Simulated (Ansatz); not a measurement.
# Ga: pressure against volume

One table from this session's results is given with a row withheld; the runs are named, their logs left out.

Method: DFT PBEsol, scalar-relativistic, in Ansatz 0.2.0.

## The system as given

The structure is monoclinic, space group C2/c (No. 15). Conventional cell: a = 2.766 Å, b = 8.053 Å, c = 3.332 Å, α = 90.00°, β = 92.02°, γ = 90.00°. Ga (site symmetry 2) is surrounded by 8 Ga at 2.69 to 2.92 Å.

Structure file:

```
CELL_PARAMETERS angstrom
1.38300 -4.02650 0.00000
1.38300 4.02650 0.00000
-0.11745 0.00000 3.32993
ATOMIC_POSITIONS crystal
Ga 0.86900 0.13100 0.25000
Ga 0.13100 0.86900 0.75000
```

Atoms are numbered in the order of the input: Ga1, Ga2.

Set-up of the first run:

input.yaml reads:

```yaml
crystal:
  lattice:
    - [1.3547675884, -3.9443034667, 0.0]
    - [1.3547675884, 3.9443034667, 0.0]
    - [-0.1150523885, 0.0, 3.261953171]
  atoms:
    - { symbol: Ga, position: [0.869, 0.131, 0.25] }
    - { symbol: Ga, position: [0.131, 0.869, 0.75] }
kpoints:
  mp_grid: { grid: [14, 14, 11] }
  band_path:
    path:
      - [0.0, 0.0, 0.0]
      - [-0.5, 0.5, 0.0]
      - [-0.5, 0.5, 0.5]
      - [0.0, 0.0, 0.5]
      - [0.0, 0.0, 0.0]
      - [-0.5, 0.0, 0.5]
      - [0.0, 0.0, 0.0]
      - [-0.5, 0.0, 0.0]
    npoints: 5
scf:
  occupations: { method: fermi_dirac, width: 0.03 }
hamiltonian:
  xc: pbesol
  pseudopotentials: { kind: all_electron, lapw: { basis_error: 0.0005 } }
output:
  forces: true
  stress: true
  eigenvalues: true
```

The run is started by

```sh
ansatz run input.yaml --threads 1 --pin off --max-ram 3072MiB --backend cpu --events-out ev --progress --plain --runs-dir out
```

Steps of the session up to this table: Volume × 0.94, LAPW; Volume × 0.94, PAW; Volume × 0.94, crystal datasets; Volume × 0.98, LAPW; Volume × 0.98, PAW; Volume × 0.98, crystal datasets; Volume × 1.01, LAPW; Volume × 1.01, PAW; Volume × 1.01, crystal datasets; Volume × 1.04, LAPW; Volume × 1.04, PAW; Volume × 1.04, crystal datasets.

One table of the session follows, with a row left open; its other results are not shown here.

| method | volume (Å³/atom) | largest force (eV/Å) |
| --- | --- | --- |
| LAPW | 17.431 | 0.210 |
| LAPW | 18.172 | 0.192 |
| LAPW | 18.729 | 0.178 |
| LAPW | 19.285 | 0.162 |
| PAW | 17.431 | 0.211 |
| PAW | 18.172 | 0.193 |
| PAW | 18.729 | 0.179 |
| PAW | 19.285 | ? |
| crystal datasets | 17.431 | 0.210 |
| crystal datasets | 18.172 | 0.192 |
| crystal datasets | 18.729 | 0.178 |
| crystal datasets | 19.285 | 0.162 |

**Question.** Estimate the row for PAW, 19.285.

The run gave: largest force (eV/Å): 0.163. In the column «largest force (eV/Å)» it lies between crystal datasets, 19.285 (0.162) and LAPW, 18.729 (0.178).

Caveats from the session: Shape and positions are held, so a fully relaxed modulus can be lower. Warnings in the runs' records: crystal datasets made.
